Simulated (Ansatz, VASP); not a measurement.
One calculation of BAs, two programs

INCAR

```
ALGO     = Normal         # electronic algorithm
EDIFF    = 1E-6           # SCF threshold, eV
ENCUT    = 520            # plane-wave cutoff, eV
GGA      = CA             # functional
ISIF     = 2              # what is computed and relaxed
ISMEAR   = 0              # smearing method
LASPH    = True           # aspherical terms in the spheres
LCHARG   = True           # write CHGCAR
LELF     = True           # ELF
LREAL    = False          # projectors in reciprocal space
LVHAR    = True         
LWAVE    = False          # write WAVECAR
NBANDS   = 11             # bands
NELM     = 100            # most SCF steps
PREC     = Accurate       # precision mode
SIGMA    = 0.1            # smearing width, eV
```

File KPOINTS:

```
k-points
0
Gamma
  6 6 6
```

The input POSCAR:

```
BAs
1.0
    0.0000000000      2.3850000000      2.3850000000
    2.3850000000      0.0000000000      2.3850000000
    2.3850000000      2.3850000000      0.0000000000
B As
1 1
Direct
    0.0000000000      0.0000000000      0.0000000000
    0.2500000000      0.2500000000      0.2500000000
```

Input for Ansatz:

```yaml
crystal:
  lattice:
    - [0.0, 2.385, 2.385]
    - [2.385, 0.0, 2.385]
    - [2.385, 2.385, 0.0]
  atoms:
    - { symbol: B, position: [0.0, 0.0, 0.0] }
    - { symbol: As, position: [0.25, 0.25, 0.25] }
basis:
  ecutwfc: 420
kpoints:
  mp_grid: { grid: [6, 6, 6] }
hamiltonian:
  xc: lda
  pseudopotentials: { kind: paw, azcp: { folder: soft_1 } }
scf:
  occupations: { method: gaussian, width: 0.1 }
output:
  forces: true
  stress: true
  eigenvalues: true
```

The cell was built by a generator and needn't be a form met in nature.

Alike in both runs: task single point; functional LDA; k mesh 6 × 6 × 6; occupations gaussian, width 0.1 eV; no spin polarisation.

|  | VASP | Ansatz |
| --- | --- | --- |
| version | VASP 6.6.1 | Ansatz 0.2.0 |
| potentials or method | VASP PAW LDA potentials, release 64 (B, As) | scalar-relativistic, plane waves, PAW |
| plane-wave cutoff (eV) | 520 | 420 |
| valence electrons in the cell | 8 | 18 |

```csv
,VASP,Ansatz,Ansatz less VASP
gap on the k mesh at the Fermi level (eV),1.22,1.23,+0.008
least direct gap on the mesh (eV),3.25,3.26,+0.003
pressure (GPa),-2.5,-3.3,-0.89
```

The two sets of potentials don't hold the same shells in valence. Ansatz warned: «pseudo_functional_mismatch».

A k mesh can miss the band edges. A hybrid or GW would open this gap; LDA tends to underestimate it.
